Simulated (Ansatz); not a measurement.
Input and command of a calculation in Ansatz (plane waves; scalar-relativistic PAW potentials unless the input names others):

```yaml
crystal:
  lattice:
    - [2.4913437614, 0.0, 0.0]
    - [-1.2456718807, 2.1575669869, 0.0]
    - [0.0, 0.0, 8.0936079269]
  atoms:
    - { symbol: Co, position: [0.0, 0.0, 0.0], spin: 1.93 }
    - { symbol: Co, position: [0.3333333333, 0.6666666667, 0.25], spin: 1.95 }
    - { symbol: Co, position: [0.0, 0.0, 0.5], spin: 1.93 }
    - { symbol: Co, position: [0.6666666667, 0.3333333333, 0.75], spin: 1.95 }
basis:
  ecutwfc: 420
  xc_grid: 1
kpoints:
  mp_grid: { grid: [18, 18, 6] }
hamiltonian:
  xc: pbe
scf:
  occupations: { method: gaussian, width: 0.1 }
output:
  forces: true
  eigenvalues: true
  stress: true
magnetization:
  spin_polarized: true
```

```bash
ansatz run input.yaml --threads 2 --pin off --max-ram 5120MiB --backend cpu --events-out ev --progress --plain --runs-dir out
```

Abridged log:
```
Pseudopotentials: kind: paw
Pseudopotential: Co, paw, valence charge 17, recommended cutoff 420 eV (normal)
Functional definition: PBE
Crystal: 4 atoms, lattice volume = 43.505 Å³
Basis set: ecut = 420 eV, 813 PW (Γ)
Bands: 46, of which v1, the nominal top of the filled ones, is band 34 counted from 1 (33 counted from 0)
Symmetry: 24 space group operations
Space group: P63/mmc (ITA 194), of the structure as read, at distance tolerance 3.5e-5 Å
Magnetic group: BNS 194.263 (UNI 1493), of the structure as read, at distance tolerance 3.5e-5 Å
k-points: 148 of 1944
Initial density: superposition of atomic densities (chi_scale 0.1, normalization cell)
Starting moments: Σ|m| = 7.76 μB on 4 of 4 sites
Initial wavefunctions: pseudopotential atomic-orbital guess
Functional: x = pbe(κ = 0.804, μ = 0.21951497), c = pbe(β = 0.06672455)
SCF iter   1: F=—  HF=-20503.351550 eV  |F-HF|=—  |Δ(HF+E_count)|=         —  Δρ=8.69e-2 (↑4.98e-2 ↓8.69e-2) dr2=4.60e0  dr2_m=1.84e-1  M=6.950 μB ∫|m|=7.232 μB  β_m=0.30  ethr=3.10e-3  ⟨swp⟩=5.6  Hψ=43876  notcnv=0  defer=257
Mixer restart at iter 1: flushing history
spin=Collinear: Kerker preconditioning applied to the charge; magnetization (m = ρ↑ − ρ↓) channel mixes plain (no charge-response kernel on spin).
SCF iter   2: F=—  HF=-20501.946132 eV  |F-HF|=—  |Δ(HF+E_count)|=    1.41e0  Δρ=3.55e-2 (↑1.30e-2 ↓3.55e-2) dr2=3.06e-1  dr2_m=1.94e-1  M=7.020 μB ∫|m|=7.380 μB  β_m=0.35  ethr=3.10e-3  ⟨swp⟩=2.3  Hψ=22029  notcnv=0  defer=1315
SCF iter   3: F=—  HF=-20503.083476 eV  |F-HF|=—  |Δ(HF+E_count)|=    1.14e0  Δρ=1.67e-2 (↑1.67e-2 ↓9.33e-3) dr2=2.79e-2  dr2_m=5.02e-2  M=6.858 μB ∫|m|=7.318 μB  β_m=0.52  ethr=4.51e-4  ⟨swp⟩=2.0  Hψ=15758  notcnv=0  defer=1317
SCF iter   4: F=—  HF=-20504.182722 eV  |F-HF|=—  |Δ(HF+E_count)|=    1.10e0  Δρ=1.31e-2 (↑1.31e-2 ↓1.09e-2) dr2=1.19e-1  dr2_m=5.88e-3  M=6.666 μB ∫|m|=7.216 μB  β_m=0.52  ethr=4.10e-5  ⟨swp⟩=2.0  Hψ=26009  notcnv=0  defer=1317
SCF iter   5: F=—  HF=-20504.547040 eV  |F-HF|=—  |Δ(HF+E_count)|=   3.64e-1  Δρ=5.79e-3 (↑5.79e-3 ↓3.58e-3) dr2=2.45e-2  dr2_m=1.22e-3  M=6.563 μB ∫|m|=7.159 μB  β_m=0.68  ethr=4.10e-5  ⟨swp⟩=2.0  Hψ=25974  notcnv=0  defer=1318
SCF iter   6: F=—  HF=-20504.594386 eV  |F-HF|=—  |Δ(HF+E_count)|=   4.73e-2  Δρ=2.95e-3 (↑2.95e-3 ↓2.15e-3) dr2=7.56e-3  dr2_m=2.60e-4  M=6.531 μB ∫|m|=7.149 μB  β_m=0.63  ethr=3.61e-5  ⟨swp⟩=2.0  Hψ=21338  notcnv=0  defer=1316
SCF iter   7: F=—  HF=-20504.598785 eV  |F-HF|=—  |Δ(HF+E_count)|=   4.40e-3  Δρ=4.89e-4 (↑4.23e-4 ↓4.89e-4) dr2=2.04e-4  dr2_m=3.67e-6  M=6.519 μB ∫|m|=7.150 μB  β_m=0.73  ethr=1.11e-5  ⟨swp⟩=2.0  Hψ=19296  notcnv=0  defer=1316
SCF iter   8: F=—  HF=-20504.598772 eV  |F-HF|=—  |Δ(HF+E_count)|=   1.25e-5  Δρ=2.62e-4 (↑2.62e-4 ↓1.23e-4) dr2=2.55e-5  dr2_m=3.51e-6  M=6.518 μB ∫|m|=7.151 μB  β_m=0.87  ethr=2.99e-7  ⟨swp⟩=2.0  Hψ=18855  notcnv=0  defer=1318
SCF iter   9: F=—  HF=-20504.598784 eV  |F-HF|=—  |Δ(HF+E_count)|=   1.17e-5  Δρ=4.85e-5 (↑3.03e-5 ↓4.85e-5) dr2=1.88e-6  dr2_m=6.66e-8  M=6.518 μB ∫|m|=7.152 μB  β_m=0.93  ethr=3.75e-8  ⟨swp⟩=2.7  Hψ=24458  notcnv=0  defer=1316
SCF iter  10: F=—  HF=-20504.598784 eV  |F-HF|=—  |Δ(HF+E_count)|=   3.73e-7  Δρ=2.94e-5 (↑2.53e-5 ↓2.94e-5) dr2=7.27e-7  dr2_m=2.26e-8  M=6.518 μB ∫|m|=7.152 μB  β_m=0.90  ethr=2.77e-9  ⟨swp⟩=1.0  Hψ=13627  notcnv=0  defer=1316
SCF iter  11: F=—  HF=-20504.598784 eV  |F-HF|=—  |Δ(HF+E_count)|=   5.46e-8  Δρ=2.45e-5 (↑7.76e-6 ↓2.45e-5) dr2=3.47e-7  dr2_m=3.04e-8  M=6.518 μB ∫|m|=7.152 μB  β_m=0.95  ethr=1.07e-9  ⟨swp⟩=2.0  Hψ=18284  notcnv=0  defer=1316
SCF iter  12: F=—  HF=-20504.598784 eV  |F-HF|=—  |Δ(HF+E_count)|=   3.36e-9  Δρ=1.45e-5 (↑1.15e-5 ↓1.45e-5) dr2=1.87e-7  dr2_m=1.87e-9  M=6.518 μB ∫|m|=7.152 μB  β_m=0.87  ethr=5.10e-10  ⟨swp⟩=2.0  Hψ=17553  notcnv=0  defer=1316
SCF iter  13: F=—  HF=-20504.598784 eV  |F-HF|=—  |Δ(HF+E_count)|=   2.73e-9  Δρ=6.28e-6 (↑2.96e-6 ↓6.28e-6) dr2=1.68e-8  dr2_m=2.39e-9  M=6.518 μB ∫|m|=7.152 μB  β_m=0.93  ethr=2.75e-10  ⟨swp⟩=2.0  Hψ=18805  notcnv=0  defer=1316
SCF iter  14: F=-20504.598784 eV  HF=-20504.598784 eV  |F-HF|=6.52e-9  |Δ(HF+E_count)|=   3.94e-9  Δρ=3.89e-6 (↑6.85e-7 ↓3.89e-6) dr2=7.68e-9  dr2_m=1.09e-9  M=6.518 μB ∫|m|=7.152 μB  ethr=2.47e-11  ⟨swp⟩=6.8  Hψ=53772  notcnv=0
SCF 1 converged in 14 iterations: F = -20504.598784 eV  dr2 = 7.68e-9
SCF converged after 14 iterations
Magnetization: 6.5183 μB (37.2592 up, 30.7408 down)
Absolute magnetization: 7.1538 μB (∫|ρ↑−ρ↓|, with the PAW one-centre terms)
Spin contamination: 0.1101 ħ² per cell (⟨S²⟩ above its minimum at these occupations)
Per-site moments (μB) at R_I (Å): [(1.69287908, 1.02405456), (1.71157878, 1.02405456), (1.69287908, 1.02405456), (1.71157878, 1.02405456)]
Free energy (F): -20504.598784 eV
Harris-Foulkes:  -20504.598784 eV  (|F-HF|=6.52e-9)
Internal energy: -20504.582036 eV  (E = F + TS)
E sigma→0 (E₀):  -20504.590410 eV
Entropy (-TS):   -0.016749 eV (-4.187 meV/atom)
Fermi energy:    18.713879 eV
--- Forces (eV/Å), atoms counted from 1 ---
  atom   1  Co     0.00000000     0.00000000     0.00000000
  atom   2  Co     0.00000000     0.00000000     0.00000000
  atom   3  Co     0.00000000     0.00000000     0.00000000
  atom   4  Co     0.00000000     0.00000000     0.00000000
--- Stress (GPa, compression-positive) ---
        0.051525       0.000000       0.000000
        0.000000       0.051525       0.000000
        0.000000       0.000000       0.007467
  P = ⅓ Tr σ = 0.0368 GPa (0.368 kbar)
```

Apart from outputs, empty bands and the relaxation, which only the reference makes, the input differs from a reference run on usual settings in basis.xc_grid: not typed → 1. The reference, at the same geometry, ended its own course with pressure 0.04 GPa, largest force 0.000 eV/Å, no gap on the mesh. This run converged in 14 SCF iterations with an energy at zero smearing within 0.01 meV/atom of the reference's, pressure 0.04 GPa, largest force 0.000 eV/Å, no gap on the mesh.

Time: 26 s on 2 threads of Arm Neoverse V1 (shared host), peak memory 0.73 GiB.